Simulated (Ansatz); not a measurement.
**TiO: equation of state with r2SCAN**

TiO:

```
Ti O
1.0
     3.03100    0.00000    0.00000
    -1.51550    2.62492    0.00000
     0.00000    0.00000    3.23770
Ti O
1 1
Direct
  0.66667 0.33333 0.00000
  0.00000 0.00000 0.50000
```

```yaml
Program: Ansatz 0.2.0
Task: equation of state
Functional: r2SCAN
Potentials_or_basis: Ansatz PAW
Cutoff: 500 eV
Density_cutoff: 2000 eV
k_mesh: 10 × 10 × 8
Occupations: fermi-dirac, width 0.05 eV
Spin: no spin polarisation
```

| Item | Value |
| --- | --- |
| Equilibrium volume | outside the volumes run |

Energy against volume, from the lowest point:
```csv
volume (Å³/atom),energy (meV/atom)
12.107,0.00
12.365,58.96
12.622,120.07
12.880,182.96
13.137,247.35
13.395,312.97
13.653,379.57
```

All runs of the series together: 28 s on 2 threads of Arm Neoverse V1 (shared host).

Caveat: the PAW data sets were made with another functional, which shifts forces and pressure a little.
